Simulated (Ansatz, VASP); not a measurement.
# SiGeO4 in two plane-wave programs, part 2 of 2

Wanted: the spread between two codes on one cell, functional and k mesh. The cell is generated by rule, not measured, and may not be a known phase. The cell is taken from a series of runs on this material, whose earlier steps may have relaxed, scaled, displaced or heated it; both programs get it as it stands.

VASP 6.6.1 and Ansatz 0.2.0.

So far. Step 5 (Ansatz: single point, PBEsol, pair 2): The run ends at a pressure of -1.81 GPa, with forces up to 0.24 eV/Å.

## 6. VASP: single point, PBEsol, pair 2

Level of this step: PBEsol; plane waves and PAW (Si, Ge_d, O); invented cell (VASP).

The same cell, functional, mesh and smearing now go to VASP, with its own data sets.

File INCAR:

```
SYSTEM = SiGeO4
PREC = Accurate
ENCUT = 600
EDIFF = 1E-06
NELM = 120
ISMEAR = 0
SIGMA = 0.02
LREAL = .FALSE.
ALGO = Normal
GGA = PS
NBANDS = 27
LORBIT = 11
LWAVE = .FALSE.
LCHARG = .FALSE.
ISIF = 2
LASPH = .TRUE.
GGA_COMPAT = .FALSE.
EFERMI = MIDGAP
KPAR = 2
```

File POSCAR:

```
SiGeO4
1.0
    0.0000000000      3.8379174859      3.8379174859
    3.8379174859      0.0000000000      3.8379174859
    3.8379174859      3.8379174859      0.0000000000
Si Ge O
1 1 4
Direct
    0.0000000000      0.0000000000      0.0000000000
    0.2500000000      0.2500000000      0.2500000000
    0.1209006003      0.1443025166      0.0974986839
    0.6372981992      0.1443025166      0.0974986839
    0.1443025166      0.0740967676      0.6372981992
    0.0974986840      0.6372981992      0.1677044329
```

File KPOINTS:

```
Automatic mesh
0
Gamma
4 4 4
0 0 0
```

The projector-augmented-wave data sets are Si, Ge_d and O (PBE family, release 64).

Run with:

```console
> mpirun -np 2 vasp_std
```

Numbers of over 12 decimals in the logs are rounded to 6 here.

Log:

```text
[banner, memory and clock lines left out]
running    2 mpi-ranks, on    1 nodes
[...]
[... a notice as in an earlier step ...]

 LDA part: xc-table for (Slater+PW92), standard interpolation
 POSCAR, INCAR and KPOINTS ok, starting setup
[...]
entering main loop
       N       E                     dE             d eps       ncg     rms          rms(c)
DAV:   1     0.453213112803E+03    0.45321E+03   -0.22700E+04  1687   0.273E+03
DAV:   2     0.137694988903E+02   -0.43944E+03   -0.42229E+03  1648   0.827E+02
DAV:   3    -0.477436688140E+02   -0.61513E+02   -0.61250E+02  1417   0.181E+02
DAV:   4    -0.510596722546E+02   -0.33160E+01   -0.33102E+01  1717   0.518E+01
[...]
DAV:  12    -0.446175627216E+02   -0.25096E-03   -0.23258E-04  1586   0.156E-01    0.172E-02
DAV:  13    -0.446175732711E+02   -0.10549E-04   -0.17212E-05  1576   0.375E-02    0.164E-02
DAV:  14    -0.446175738381E+02   -0.56701E-06   -0.55046E-06  1242   0.197E-02
   1 F= -.44617574E+02 E0= -.44617574E+02  d E =0.000000E+00
```

Parts of OUTCAR (step 6):

```text
  Total       -1.1259452     -1.0798129     -1.0798129     -0.0082160      0.6431940      0.0082147
  in kB      -15.9555189    -15.3017883    -15.3017883     -0.1164275      9.1145597      0.1164081
  external PRESSURE =     -15.5196985 kB  Pullay stress =       0.0000000 kB

 POSITION                                       TOTAL-FORCE (eV/Angst)
 -----------------------------------------------------------------------------------
      0.00000      0.00000      0.00000        -0.242262      0.022969     -0.022969
      1.91896      1.91896      1.91896         0.224366      0.020197     -0.020197
      0.92801      0.83820      1.01783         0.033415     -0.006248      0.117975
      0.92801      2.82009      2.99972         0.033415     -0.117975      0.006248
      2.73028      2.99972      0.83820        -0.096181      0.033905     -0.033905
      3.08953      1.01783      2.82009         0.047245      0.047151     -0.047151
 -----------------------------------------------------------------------------------
    total drift:                               -0.000008      0.000195     -0.000197

  FREE ENERGIE OF THE ION-ELECTRON SYSTEM (eV)
  ---------------------------------------------------
  free  energy   TOTEN  =       -44.6175738381 eV

  energy  without entropy=      -44.6175738381  energy(sigma->0) =      -44.61757384

[... 2 parts as in an earlier step ...]

[... 1 further part left out ...]
[key lines of the parts left out:]
E-fermi :   0.5167
```

The run ends at a pressure of -1.55 GPa, with forces up to 0.24 eV/Å.

## 7. Differences

Both answers:

```
              quantity  Ansatz   VASP  difference
        pressure (GPa)   -1.81  -1.55       -0.26
gap on the k mesh (eV)   4.193  4.182      +0.012
```

Forces (eV/Å; atoms numbered as in POSCAR):

```
atom         Ansatz x, y, z           VASP x, y, z
 Si1  -0.239, 0.023, -0.023  -0.242, 0.023, -0.023
 Ge2   0.232, 0.021, -0.021   0.224, 0.020, -0.020
  O3  -0.047, -0.082, 0.034   0.033, -0.006, 0.118
  O4  -0.047, -0.034, 0.082   0.033, -0.118, 0.006
  O5  -0.013, 0.104, -0.104  -0.096, 0.034, -0.034
  O6   0.113, -0.032, 0.032   0.047, 0.047, -0.047
```

The forces differ by 63 meV/Å r.m.s., which is 67.3 % of the r.m.s. force of 0.094 eV/Å (both taken over all components). A gap on the mesh is an upper bound, since the band edges may lie between its points.

## 8. Ansatz: single point, PBEsol, pair 3

With cell and atoms fixed, the geometry can't cause a difference; cores, projectors, grids and the points listed under the comparison can.

The cell is taken from a series of runs on this material, whose earlier steps may have relaxed, scaled, displaced or heated it; both programs get it as it stands.

File input.yaml:

```yaml
crystal:
  lattice:
    - [0.0, 3.8379174859, 3.8379174859]
    - [3.8379174859, 0.0, 3.8379174859]
    - [3.8379174859, 3.8379174859, 0.0]
  atoms:
    - { symbol: Si, position: [0.0, 0.0, 0.0] }
    - { symbol: Ge, position: [0.25, 0.25, 0.25] }
    - { symbol: O, position: [0.1209006003, 0.1549397513, 0.0868614492] }
    - { symbol: O, position: [0.6372981992, 0.1549397513, 0.0868614492] }
    - { symbol: O, position: [0.1549397513, 0.0528222982, 0.6372981992] }
    - { symbol: O, position: [0.0868614492, 0.6372981992, 0.1889789023] }
kpoints:
  mp_grid: { grid: [4, 4, 4] }
hamiltonian:
  xc: pbesol
  pseudopotentials: { kind: nc, accuracy: standard }
scf:
  occupations: { method: gaussian, width: 0.02 }
output:
  forces: true
  stress: true
  eigenvalues: true
```

Run with:

```console
> ansatz run input.yaml --threads 8 --pin off --max-ram 14336MiB --backend cpu --events-out ev --progress --plain --runs-dir out
```

Log:

```text
[...]
Crystal: 6 atoms, lattice volume = 113.062 Å³
Basis set: ecut = 1142.878222 eV, 9841 PW (Γ), exchange–correlation on 120×120×120 points (8 copies of the dense FFT grid, shifted against one another)
Bands: 27, of which v1, the nominal top of the filled ones, is band 21 counted from 1 (20 counted from 0)
Symmetry: 2 space group operations
[...]
k-point 0: bands = [... 17 lower, -1.2686, -0.1956, 0.1303, 0.1996, 4.2717, 7.5548, 8.5332, 8.5705, ... 1 higher]
  k-point 1: bands = [... 17 lower, -1.2835, -0.2811, -0.1883, 0.2026, 4.9802, 7.7120, 8.6625, 9.0707, ... 1 higher]
  k-point 2: bands = [... 17 lower, -1.3175, -0.5233, -0.4390, 0.2086, 5.7110, 8.1363, 8.8569, 9.1188, ... 1 higher]
  k-point 23: bands = [... 17 lower, -1.1199, -0.6975, -0.3983, -0.2939, 6.6128, 8.4893, 8.6813, 9.1068, ... 1 higher]
[key lines of the parts left out:]
SCF converged after 9 iterations
Free energy (F): -4340.990957 eV
Fermi energy:    2.240145 eV
P = ⅓ Tr σ = -3.6740 GPa (-36.740 kbar)
```

The run ends at a pressure of -3.67 GPa, with forces up to 0.47 eV/Å.

## 9. VASP: single point, PBEsol, pair 3

The same cell, functional, mesh and smearing now go to VASP, with its own data sets.

INCAR is that of step 6.

File POSCAR:

```
SiGeO4
1.0
    0.0000000000      3.8379174859      3.8379174859
    3.8379174859      0.0000000000      3.8379174859
    3.8379174859      3.8379174859      0.0000000000
Si Ge O
1 1 4
Direct
    0.0000000000      0.0000000000      0.0000000000
    0.2500000000      0.2500000000      0.2500000000
    0.1209006003      0.1549397513      0.0868614492
    0.6372981992      0.1549397513      0.0868614492
    0.1549397513      0.0528222982      0.6372981992
    0.0868614492      0.6372981992      0.1889789023
```

KPOINTS is that of step 6.

Run with:

```console
> mpirun -np 2 vasp_std
```

Log:

```text
[... set-up lines as in an earlier step ...]
 entering main loop
       N       E                     dE             d eps       ncg     rms          rms(c)
DAV:   1     0.449227948137E+03    0.44923E+03   -0.22697E+04  1692   0.273E+03
DAV:   2     0.134283840370E+02   -0.43580E+03   -0.41753E+03  1632   0.828E+02
DAV:   3    -0.476753259954E+02   -0.61104E+02   -0.60850E+02  1426   0.181E+02
DAV:   4    -0.509378984787E+02   -0.32626E+01   -0.32568E+01  1746   0.513E+01
[...]
DAV:  12    -0.446352259903E+02   -0.23533E-03   -0.21592E-04  1582   0.146E-01    0.161E-02
DAV:  13    -0.446352380444E+02   -0.12054E-04   -0.17639E-05  1631   0.382E-02    0.160E-02
DAV:  14    -0.446352386390E+02   -0.59464E-06   -0.31262E-06  1282   0.153E-02
   1 F= -.44635239E+02 E0= -.44635239E+02  d E =0.000000E+00
```

Parts of OUTCAR (step 9):

```text
  Total       -2.5125746     -2.3617614     -2.3617614     -0.0220339      1.2858368      0.0220323
  in kB      -35.6051357    -33.4679963    -33.4679963     -0.3122376     18.2213081      0.3122148
  external PRESSURE =     -34.1803761 kB  Pullay stress =       0.0000000 kB

 POSITION                                       TOTAL-FORCE (eV/Angst)
 -----------------------------------------------------------------------------------
      0.00000      0.00000      0.00000        -0.465485      0.064861     -0.064861
      1.91896      1.91896      1.91896         0.436820      0.057631     -0.057631
      0.92801      0.79737      1.05865        -0.018024     -0.027022      0.081851
      0.92801      2.77926      3.04054        -0.018024     -0.081851      0.027022
      2.64863      3.04054      0.79737         0.072914      0.060262     -0.060262
      3.17118      1.05865      2.77926        -0.008201     -0.073881      0.073881
 -----------------------------------------------------------------------------------
    total drift:                                0.000083      0.000168     -0.000166

  FREE ENERGIE OF THE ION-ELECTRON SYSTEM (eV)
  ---------------------------------------------------
  free  energy   TOTEN  =       -44.6352386390 eV

  energy  without entropy=      -44.6352386390  energy(sigma->0) =      -44.63523864

[... 2 parts as in an earlier step ...]

[... 1 further part left out ...]
[key lines of the parts left out:]
E-fermi :   0.4438
```

The run ends at a pressure of -3.42 GPa, with forces up to 0.47 eV/Å.

## 10. Differences

Compared:

```
              quantity  Ansatz   VASP  difference
        pressure (GPa)   -3.67  -3.42       -0.26
gap on the k mesh (eV)   4.063  4.053      +0.010
```

Forces (eV/Å; atoms numbered as in POSCAR):

```
atom          Ansatz x, y, z           VASP x, y, z
 Si1   -0.458, 0.065, -0.065  -0.465, 0.065, -0.065
 Ge2    0.452, 0.060, -0.060   0.437, 0.058, -0.058
  O3  -0.096, -0.099, -0.001  -0.018, -0.027, 0.082
  O4    -0.096, 0.001, 0.099  -0.018, -0.082, 0.027
  O5    0.153, 0.120, -0.120   0.073, 0.060, -0.060
  O6    0.044, -0.147, 0.147  -0.008, -0.074, 0.074
```

The forces differ by 59 meV/Å r.m.s., which is 37.1 % of the r.m.s. force of 0.160 eV/Å (both taken over all components). A gap on the mesh is an upper bound, since the band edges may lie between its points.

## 11. Summary of results

```json
{
  "r.m.s. force difference (single point, PBEsol, pair 1)": "66 meV/Å",
  "r.m.s. force difference (single point, PBEsol, pair 2)": "63 meV/Å",
  "r.m.s. force difference (single point, PBEsol, pair 3)": "59 meV/Å"
}
```

In words: The r.m.s. force difference is 66 meV/Å (single point, PBEsol, pair 1), beyond the 12 meV/Å picked in this series as the mark of a large difference. What causes the difference of the single point, PBEsol, pair 1 pair stays open here. What causes the difference of the single point, PBEsol, pair 2 pair stays open here. What causes the difference of the single point, PBEsol, pair 3 pair stays open here. 5 further runs of this series are not shown here. Such differences can come from data sets, numerical settings and the points named under the comparisons, not from the functional's error against experiment.

[Lines on the potential files, build, host, timing and source positions are cut from VASP's logs without a mark.]

[Logs are printed without paths, hosts, clocks, repeated set-up lines and the standing remarks that a program may print on its own settings, such as how far it seeks lower states.]

[Hosts, paths, dates, database ids (printed as entryN), source tags and the programs' standing remarks are cut or masked in the printed files.]
